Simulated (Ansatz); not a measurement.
**MoP under changes of volume**

One of the cells (14.353 Å³/atom); the others are scaled copies at fixed shape and fractional positions:

```xyz
2
Lattice="3.2230 0.0000 0.0000 -1.6115 2.7912 0.0000 0.0000 0.0000 3.1910" Properties=species:S:1:pos:R:3 pbc="T T T"
Mo    0.0000    0.0000    0.0000
P     0.0000    1.8608    1.5955
```

| Item | Value |
| --- | --- |
| Program | Ansatz 0.2.0 |
| Functional | RPBE |
| Dispersion | D4 |
| Potentials or basis | Ansatz PAW |
| Cutoff | 420 eV (not typed: the program's choice for these potentials) |
| k mesh | 10 × 10 × 8 |
| Occupations | gaussian, width 0.01 eV |
| Spin | no spin polarisation |

| volume (Å³/atom) | energy over the lowest point (meV/atom) | pressure (GPa) |
| --- | --- | --- |
| 13.492 | 9.99 | 8.4 |
| 13.779 | 0.17 | 2.7 |
| 14.066 | 0.00 | -2.4 |
| 14.353 | 8.48 | -7.0 |
| 14.640 | 24.70 | -11.1 |
| 14.927 | ? | ? |
| 15.214 | 77.15 | -18.0 |

Task: What does the run at 14.927 Å³/atom give?

Result: Energy over the lowest point 47.84 meV/atom; pressure -14.7 GPa.

Worked out: A Birch-Murnaghan fit of order 3 (a polynomial in V^(-2/3)) to the other rows has its minimum at 13.93 Å³/atom with B0 = V·E''(V) = 247 GPa and B' = 4.4 at fixed shape and positions, which overstates the stiffness. It gives 47.83 meV/atom at 14.927 Å³/atom, against the run's 47.84, and -dE/dV = -14.7 GPa, against -14.7.

Energies are extrapolated to zero smearing.

Caveats: pairwise dispersion overbinds metals, which lowers pressure and volume; the PAW data sets come from PBE, with cores solved anew for the run's functional, which leaves a small shift of forces and pressure.
